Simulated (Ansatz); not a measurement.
# TaS2: the cost of one run

Method: DFT PBEsol+U (U_eff = 8 eV on Ta d), plane waves, PAW, no spin–orbit coupling unless a run says so, in Ansatz 0.2.0.

1 further run of the same task is left out (it didn't finish).

### 1 The system as given

The structure is trigonal, space group P-3m1 (No. 164). Conventional cell: a = 3.350 Å, b = 3.350 Å, c = 5.860 Å, α = 90.00°, β = 90.00°, γ = 120.00°. Ta (site symmetry -3m) is surrounded by 6 S at 2.43 Å. S (site symmetry 3m) has 3 Ta at 2.43 Å as nearest neighbours.

Structure file:

```cif
data_structure
_symmetry_space_group_name_H-M 'P-3m1'
_symmetry_Int_Tables_number 164
_cell_length_a 3.3500
_cell_length_b 3.3500
_cell_length_c 5.8600
_cell_angle_alpha 90.000
_cell_angle_beta 90.000
_cell_angle_gamma 120.000
_cell_volume 56.95
loop_
_atom_site_label
_atom_site_type_symbol
_atom_site_symmetry_multiplicity
_atom_site_Wyckoff_symbol
_atom_site_fract_x
_atom_site_fract_y
_atom_site_fract_z
_atom_site_occupancy
Ta1 Ta 1 a 0.00000 0.00000 0.00000 1
S1 S 2 d 0.33333 0.66667 0.25000 1
```

### 2 Ferromagnetic start, free, symmetry kept, no search

input.yaml

```yaml
crystal:
  lattice:
    - [3.3500014, 0.0, 0.0]
    - [-1.6750007, 2.90118631, 0.0]
    - [0.0, 0.0, 5.85999874]
  atoms:
    - { symbol: Ta, position: [0.0, 0.0, 0.0], spin: 1.0 }
    - { symbol: S, position: [0.3333333333, 0.6666666667, 0.25] }
    - { symbol: S, position: [0.6666666667, 0.3333333333, 0.75] }
basis:
  ecutwfc: 420
  ecutrho_ratio: 4
kpoints:
  mp_grid: { grid: [7, 7, 3] }
hamiltonian:
  xc: pbesol
  hubbard: { sites: [{ site: 0, l: d, u_eff: 8.0 }] }
scf:
  occupations: { method: gaussian, width: 0.05 }
  lower_state_search: "off"
  max_iter: 150
output:
  forces: true
  stress: true
  eigenvalues: true
  populations: true
  hubbard: { sites: [{ site: 0, l: d }] }
magnetization:
  spin_polarized: true
```

On the command line:

```console
> ansatz run input.yaml --threads 2 --pin off --max-ram 3072MiB --backend cpu --events-out ev --progress --plain --runs-dir out
```

**Question.** How long does this run take on 2 threads of Intel Xeon 6975P-C (Granite Rapids), shared host, and how much memory does it need?

About 3.5 s, with a peak of 0.41 GiB.
